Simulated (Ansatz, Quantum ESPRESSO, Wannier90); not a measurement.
# straight B chain, spacing 1.55 Å: Wannier functions and conductance, part 4 of 6

How many channels does the wire offer, and does a small Wannier basis get them right? The wire: straight B chain, spacing 1.55 Å.

Quantum ESPRESSO 7.5 and Wannier90 3.1.0; plane-wave DFT, PBE, GBRV ultrasoft pseudopotentials; cross-check by Ansatz 0.2.0 with PAW datasets.

So far. Step 2 (Ground state): The run needed 10 iterations to bring the estimated error under 1e-07 Ry. Step 6 (Localisation, bands and conductance, with dis_win_max − …): The outer window must hold at least num_wann states at every k: widen it, with enough bands computed to fill it.

## (9) Wannier functions and transport

Level of this step: maximally localised Wannier functions and ballistic conductance; plane-wave DFT, PBE, GBRV ultrasoft pseudopotentials (Wannier90).

After disentangling and localising, transport_mode = bulk builds principal layers from hoppings within dist_cutoff and counts open channels.

wan.win reads:

```
num_wann = 4
num_bands = 25
num_iter = 200
num_print_cycles = 20
conv_tol = 1e-8
conv_window = 5
guiding_centres = true
dis_num_iter = 1500
dis_conv_tol = 1e-8
dis_win_min = -25.6784
dis_win_max = 15.3216
dis_froz_max = -3.1784
search_shells = 120
fermi_energy = -4.6784

transport = true
transport_mode = bulk
one_dim_axis = z
dist_cutoff = 18.5
dist_cutoff_mode = one_dim
tran_win_min = -4.0
tran_win_max = 2.0
tran_energy_step = 0.02

bands_plot = true
bands_num_points = 96
begin kpoint_path
G 0.0 0.0 0.0 Z 0.0 0.0 0.5
end kpoint_path

begin projections
B:s;p
end projections

begin unit_cell_cart
ang
  8.0000000000 0.0000000000 0.0000000000
  0.0000000000 8.0000000000 0.0000000000
  0.0000000000 0.0000000000 1.5500000000
end unit_cell_cart

begin atoms_frac
  B  0.0000000000 0.0000000000 0.0000000000
end atoms_frac

mp_grid = 1 1 24
begin kpoints
  0.0 0.0 0.0000000000
  0.0 0.0 0.0416666667
  0.0 0.0 0.0833333333
  0.0 0.0 0.1250000000
  0.0 0.0 0.1666666667
  0.0 0.0 0.2083333333
  0.0 0.0 0.2500000000
  0.0 0.0 0.2916666667
  0.0 0.0 0.3333333333
  0.0 0.0 0.3750000000
  0.0 0.0 0.4166666667
  0.0 0.0 0.4583333333
  0.0 0.0 0.5000000000
  0.0 0.0 0.5416666667
  0.0 0.0 0.5833333333
  0.0 0.0 0.6250000000
  0.0 0.0 0.6666666667
  0.0 0.0 0.7083333333
  0.0 0.0 0.7500000000
  0.0 0.0 0.7916666667
  0.0 0.0 0.8333333333
  0.0 0.0 0.8750000000
  0.0 0.0 0.9166666667
  0.0 0.0 0.9583333333
end kpoints
```

Started as:

```bash
$ OMP_NUM_THREADS=1 wannier90.x wan > wan.run.log
```

Log:

```text
[banner, memory and clock lines left out]
+---------------------------------------------------+
             |                                                   |
             |                   WANNIER90                       |
             |                                                   |
             +---------------------------------------------------+
             |                                                   |
             |        Welcome to the Maximally-Localized         |
             |        Generalized Wannier Functions code         |
             |                             |
             |                                                   |
             |                                                   |
             |  Wannier90 Developer Group:                       |
             |    Giovanni Pizzi    (EPFL)                       |
             |    Valerio Vitale    (Cambridge)                  |
             |    David Vanderbilt  (Rutgers University)         |
             |    Nicola Marzari    (EPFL)                       |
             |    Ivo Souza         (Universidad del Pais Vasco) |
             |    Arash A. Mostofi  (Imperial College London)    |
             |    Jonathan R. Yates (University of Oxford)       |
             |                                                   |
             |  For the full list of Wannier90 3.x authors,      |
             |  please check the code documentation and the      |
             |  README on the GitHub page of the code            |
             |                                                   |
             |                                                   |
             |                                                   |
             |  [ref] "Wannier90 as a community code:            |
             |        new features and applications",            |
             |        165902 (2020).                             |
             |            |
             |                                                   |
             |  in any publications arising from the use of      |
             |                                                   |
             |  [ref] "Maximally Localized Generalised Wannier   |
             |         Functions for Composite Energy Bands"     |
             |         N. Marzari and D. Vanderbilt              |
             |         Phys. Rev. B 56 12847 (1997)              |
             |                                                   |
             |  [ref] "Maximally Localized Wannier Functions     |
             |         for Entangled Energy Bands"               |
             |         I. Souza, N. Marzari and D. Vanderbilt    |
             |         Phys. Rev. B 65 035109 (2001)             |
             |                                                   |
             |                                                   |
             | Copyright (c) 1996-2020                           |
             |        The Wannier90 Developer Group and          |
             |        individual contributors                    |
             |                                                   |
             |      Release: 3.1.0        5th March    2020      |
             |                                                   |
             | This program is free software; you can            |
             | redistribute it and/or modify it under the terms  |
             | of the GNU General Public License as published by |
             | the Free Software Foundation; either version 2 of |
             | the License, or (at your option) any later version|
             |                                                   |
             | This program is distributed in the hope that it   |
             | will be useful, but WITHOUT ANY WARRANTY; without |
             | even the implied warranty of MERCHANTABILITY or   |
             | FITNESS FOR A PARTICULAR PURPOSE. See the GNU     |
             | General Public License for more details.          |
             |                                                   |
             | You should have received a copy of the GNU General|
             | Public License along with this program; if not,   |
             | write to the Free Software Foundation, Inc.,      |
             | 675 Mass Ave, Cambridge, MA 02139, USA.           |
             |                                                   |
             +---------------------------------------------------+
             +---------------------------------------------------+

 ******************************************************************************
 * -> Using CODATA 2006 constant values                                       *
 *    (                      *
 * -> Using Bohr value from CODATA                                            *
 ******************************************************************************

 Running in serial (with parallel executable)

                                    ------
                                    SYSTEM
                                    ------

                              Lattice Vectors (Ang)
                    a_1     8.000000   0.000000   0.000000
                    a_2     0.000000   8.000000   0.000000
                    a_3     0.000000   0.000000   1.550000

                   Unit Cell Volume:      99.20000  (Ang^3)

                        Reciprocal-Space Vectors (Ang^-1)
                    b_1     0.785398   0.000000   0.000000
                    b_2     0.000000   0.785398   0.000000
                    b_3     0.000000   0.000000   4.053668

 *----------------------------------------------------------------------------*
 |   Site       Fractional Coordinate          Cartesian Coordinate (Ang)     |
 +----------------------------------------------------------------------------+
 | B    1   0.00000   0.00000   0.00000   |    0.00000   0.00000   0.00000    |
 *----------------------------------------------------------------------------*
                                ------------
                                K-POINT GRID
                                ------------

             Grid size =  1 x  1 x 24      Total points =   24

 *---------------------------------- MAIN ------------------------------------*
 |  Number of Wannier Functions               :                 4             |
 |  Number of Objective Wannier Functions     :                 4             |
 |  Number of input Bloch states              :                25             |
 |  Output verbosity (1=low, 5=high)          :                 1             |
[...]
WF centre and spread    4  ( -0.003413, -0.619305, -0.000149 )     1.00714423
  Sum of centres and spreads ( -0.016388,  0.638131,  0.774912 )     4.72258493

     40    -0.206E-02     0.1155271365        4.7225849251       2.10  <-- CONV
        O_D=      0.1918717 O_OD=      0.8457850 O_TOT=      4.7225849 <-- SPRD
 Delta: O_D=  0.2063293E-03 O_OD= -0.2271241E-02 O_TOT= -0.2064911E-02 <-- DLTA
 Cycle:     60
[...]
Sum of centres and spreads ( -0.014835,  0.642782,  0.775001 )     4.71427847

     60    -0.567E-04     0.0194043349        4.7142784646       2.11  <-- CONV
        O_D=      0.1960198 O_OD=      0.8333304 O_TOT=      4.7142785 <-- SPRD
 Delta: O_D=  0.2810050E-03 O_OD= -0.3377219E-03 O_TOT= -0.5671699E-04 <-- DLTA
 Cycle:     80
[...]
Sum of centres and spreads ( -0.012696,  0.645068,  0.774997 )     4.71349942

     80    -0.375E-04     0.0150261065        4.7134994219       2.12  <-- CONV
        O_D=      0.1977043 O_OD=      0.8308668 O_TOT=      4.7134994 <-- SPRD
 Delta: O_D= -0.5099128E-05 O_OD= -0.3238834E-04 O_TOT= -0.3748747E-04 <-- DLTA
 Cycle:    100
[...]
Sum of centres and spreads ( -0.009520,  0.645402,  0.774996 )     4.71249732

    100    -0.661E-04     0.0194006859        4.7124973175       2.13  <-- CONV
        O_D=      0.1979418 O_OD=      0.8296272 O_TOT=      4.7124973 <-- SPRD
 Delta: O_D=  0.1214289E-04 O_OD= -0.7820408E-04 O_TOT= -0.6606119E-04 <-- DLTA

 Writing checkpoint file wan.chk... done

 Cycle:    120
[...]
Sum of centres and spreads ( -0.005061,  0.645367,  0.775007 )     4.71060913

    120    -0.120E-03     0.0259718220        4.7106091287       2.14  <-- CONV
        O_D=      0.1980107 O_OD=      0.8276701 O_TOT=      4.7106091 <-- SPRD
 Delta: O_D=  0.9031081E-04 O_OD= -0.2103438E-03 O_TOT= -0.1200330E-03 <-- DLTA
 Cycle:    140
[...]
Sum of centres and spreads ( -0.000355,  0.645291,  0.774996 )     4.70731979

    140    -0.211E-03     0.0356423489        4.7073197905       2.15  <-- CONV
        O_D=      0.1976422 O_OD=      0.8247493 O_TOT=      4.7073198 <-- SPRD
 Delta: O_D= -0.1157267E-03 O_OD= -0.9540675E-04 O_TOT= -0.2111335E-03 <-- DLTA
 Cycle:    160
[...]
Sum of centres and spreads (  0.004741,  0.645200,  0.774994 )     4.70233980

    160    -0.293E-03     0.0411015773        4.7023398018       2.16  <-- CONV
        O_D=      0.1971913 O_OD=      0.8202202 O_TOT=      4.7023398 <-- SPRD
 Delta: O_D=  0.1946337E-04 O_OD= -0.3129097E-03 O_TOT= -0.2934463E-03 <-- DLTA
 Cycle:    180
[...]
Sum of centres and spreads (  0.009248,  0.645122,  0.775008 )     4.69579498

    180    -0.328E-03     0.0436121138        4.6957949742       2.17  <-- CONV
        O_D=      0.1967171 O_OD=      0.8141496 O_TOT=      4.6957950 <-- SPRD
 Delta: O_D=  0.1776970E-03 O_OD= -0.5059904E-03 O_TOT= -0.3282933E-03 <-- DLTA
 Cycle:    200
  WF centre and spread    1  ( -0.116983,  1.048953, -0.000011 )     1.56444981
  WF centre and spread    2  ( -0.048701,  0.212530,  0.775008 )     0.98381772
  WF centre and spread    3  (  0.328995, -0.020743,  0.000000 )     1.14643214
  WF centre and spread    4  ( -0.151746, -0.595623, -0.000002 )     0.99430039
  Sum of centres and spreads (  0.011565,  0.645116,  0.774996 )     4.68900006

    200    -0.334E-03     0.0448037013        4.6890000601       2.18  <-- CONV
        O_D=      0.1951733 O_OD=      0.8088985 O_TOT=      4.6890001 <-- SPRD
 Delta: O_D= -0.2031352E-03 O_OD= -0.1313079E-03 O_TOT= -0.3344431E-03 <-- DLTA

 Writing checkpoint file wan.chk... done

 Final State
  WF centre and spread    1  ( -0.116983,  1.048953, -0.000011 )     1.56444981
  WF centre and spread    2  ( -0.048701,  0.212530,  0.775008 )     0.98381772
  WF centre and spread    3  (  0.328995, -0.020743,  0.000000 )     1.14643214
  WF centre and spread    4  ( -0.151746, -0.595623, -0.000002 )     0.99430039
  Sum of centres and spreads (  0.011565,  0.645116,  0.774996 )     4.68900006

         Spreads (Ang^2)       Omega I      =     3.684928289
        ================       Omega D      =     0.195173266
                               Omega OD     =     0.808898506
    Final Spread (Ang^2)       Omega Total  =     4.689000060
 Time for wannierise            0.102 (sec)

 Writing checkpoint file wan.chk... done

 *---------------------------------------------------------------------------*
 |                               PLOTTING                                    |
 *---------------------------------------------------------------------------*

 Translated centres
    translation centre in fractional coordinate:  0.000000  0.000000  0.000000
  WF centre     1  ( -0.116983,  1.048953, -0.000011 )
  WF centre     2  ( -0.048701,  0.212530, -0.774992 )
  WF centre     3  (  0.328995, -0.020743,  0.000000 )
  WF centre     4  ( -0.151746, -0.595623, -0.000002 )

 Calculating interpolated band-structure

 Time to calculate interpolated band structure       0.003 (sec)

 Time for plotting              0.008 (sec)

 *---------------------------------------------------------------------------*
 |                              TRANSPORT                                    |
 *---------------------------------------------------------------------------*

 Calculation of Quantum Conductance and DoS: bulk mode

 Maximum imaginary part of the real-space Hamiltonian:     0.085260

     Maximum real part of the real-space Hamiltonian at each lattice point
            Lattice point R           Max |H_ij(R)|
                 -13                     0.000000
                 -12                     0.001465
                 -11                     0.001352
                 -10                     0.000780
                  -9                     0.001821
                  -8                     0.002476
                  -7                     0.004830
                  -6                     0.012639
                  -5                     0.025842
                  -4                     0.069671
                  -3                     0.139130
                  -2                     0.755074
                  -1                     3.561172
                   0                     5.590353
                   1                     3.561172
                   2                     0.755074
[...]
6                     0.012639
                   7                     0.004830
                   8                     0.002476
                   9                     0.001821
                  10                     0.000780
                  11                     0.001352
                  12                     0.001465
                  13                     0.000000

 Number of unit cells inside the principal layer:    12
 Number of Wannier Functions inside the principal layer:    48

 Calculating quantum conductance and density of states... done

 Time for transport             1.359 (sec)
 Total Execution Time           3.636 (sec)

 *===========================================================================*
 |                             TIMING INFORMATION                            |
 *===========================================================================*
 |    Tag                                                Ncalls      Time (s)|
 |---------------------------------------------------------------------------|
 |kmesh: get                                        :         1         0.023|
 |overlap: allocate                                 :         1         0.000|
 |overlap: read                                     :         1         0.060|
 |dis: main                                         :         1         2.079|
 |wann: main                                        :         1         0.102|
 |plot: main                                        :         1         0.008|
 |tran: main                                        :         1         1.359|
 *---------------------------------------------------------------------------*

 All done: wannier90 exiting
[key lines of the parts left out:]
|  Fermi energy (eV)                         :            -4.678             |
```

It took 4.2 s on 1 MPI rank of Intel Xeon Platinum 8488C (Sapphire Rapids), shared host; peak memory 0.09 GiB.

This step gave:

```
lead channels at the Fermi level, one spin                                        : 2.000
total spread                                                                      : 4.689 Å²
gauge-invariant spread                                                            : 3.685 Å²
largest misfit to plane-wave levels between mesh points, inside the frozen window : 0.006674 eV
```

Per spin. Quantum conductance of the perfect wire, open channels against energy, zero at the Fermi level:

```
energy (eV)  quantum conductance of the perfect wire, open channels
     -4.000                                                       1
     -3.800                                                       1
     -3.600                                                       1
     -3.400                                                       1
     -3.200                                                       1
     -3.000                                                       1
     -2.800                                                   1.000
     -2.600                                                   1.000
     -2.400                                                  4.0e-9
     -2.200                                                       0
     -2.000                                                       0
     -1.800                                                       0
     -1.600                                                       0
     -1.400                                                       0
     -1.200                                                       0
     -1.020                                                  1.2e-7
     -0.800                                                       2
     -0.600                                                       2
     -0.400                                                       2
     -0.200                                                       2
      0.000                                                       2
      0.200                                                       2
      0.400                                                       2
      0.600                                                       2
      0.800                                                       2
      1.000                                                       2
      1.200                                                       2
      1.400                                                       2
      1.600                                                       2
      1.800                                                       2
      2.000                                                       2
```

Wannier functions:

```
no.    x (Å)     y (Å)     z (Å)  spread (Å²)
  1   -0.117     1.049  -1.10e-5        1.564
  2  -0.0487    0.2125     0.775       0.9838
  3    0.329  -0.02074         0        1.146
  4  -0.1517   -0.5956  -2.00e-6       0.9943
```

Electronic bands along the path, in eV, zero at the Fermi level; # counts the bands kept:

```
  point     #1     #2     #3     #4
      Γ  -8.13  -0.95  -0.95   8.87
halfway  -5.90   2.83   2.88  11.66
      Z  -2.57   8.96  11.07  11.07
```

The electronic bands as a text plot (rows in eV, shown from -8.0 to 8.0 only):

```
    7.7 |                                          *
    7.0 |                                        **
    6.3 |                                      **
    5.7 |                                    **
    5.0 |                                  **
    4.3 |                                **
    3.7 |                             ***
    3.0 |                           ***
    2.3 |                         **
    1.7 |                      ***
    1.0 |                  ****
    0.3 |              ****
   -0.3 |        ******
   -1.0 |********
   -1.7 |
   -2.3 |                                                    ****
   -3.0 |                                             *******
   -3.7 |                                         ****
   -4.3 |                                    *****
   -5.0 |                                ****
   -5.7 |                           *****
   -6.3 |                      *****
   -7.0 |                ******
   -7.7 |       *********
         Γ                                                      Z
```

Bands and channels are those of the Wannier model: bands that were not projected, and all outside the frozen window, are missing or only approximate.

Disentanglement stopped at its cap on iterations, so these spreads are not final.

## (10) Neighbour list from wannier90 -pp, with dist_cutoff = 1.86

A sensitivity test on the input.

wan_w.win, as its differences from the input of step 9:

```diff
@@ -18,3 +18,3 @@
 one_dim_axis = z
-dist_cutoff = 18.5
+dist_cutoff = 1.86
 dist_cutoff_mode = one_dim
```

Started as:

```bash
$ OMP_NUM_THREADS=1 wannier90.x -pp wan_w > wan_w.pp.log
```

Wall time 0.58 s (1 MPI rank); peak memory 0.09 GiB.

## (11) Overlaps and projections

The same post-processing, on the changed run.

wan_w.p2w.in reads:

```
&inputpp
  prefix = 'nscf'
  outdir = './out'
  seedname = 'wan_w'
  write_mmn = .true.
  write_amn = .true.
  write_unk = .false.
/
```

Started as:

```bash
$ OMP_NUM_THREADS=1 mpirun -n 4 pw2wannier90.x -in wan_w.p2w.in > wan_w.p2w.out
```

It took 2.1 s on 4 MPI ranks; peak memory 0.19 GiB; 7.8 s of CPU time.

(Part 4 of 6 ends here.)

[Logs are printed without paths, hosts, clocks, repeated set-up lines and the standing remarks that a program may print on its own settings, such as how far it seeks lower states.]

[Hosts, paths, dates, database ids (printed as entryN), source tags and the programs' standing remarks are cut or masked in the printed files.]

[Maps of the electrostatic potential energy from Ansatz leave out the sawtooth potential of an applied field or a dipole correction, so their vacuum need not be flat; planar profiles and work functions include it.]
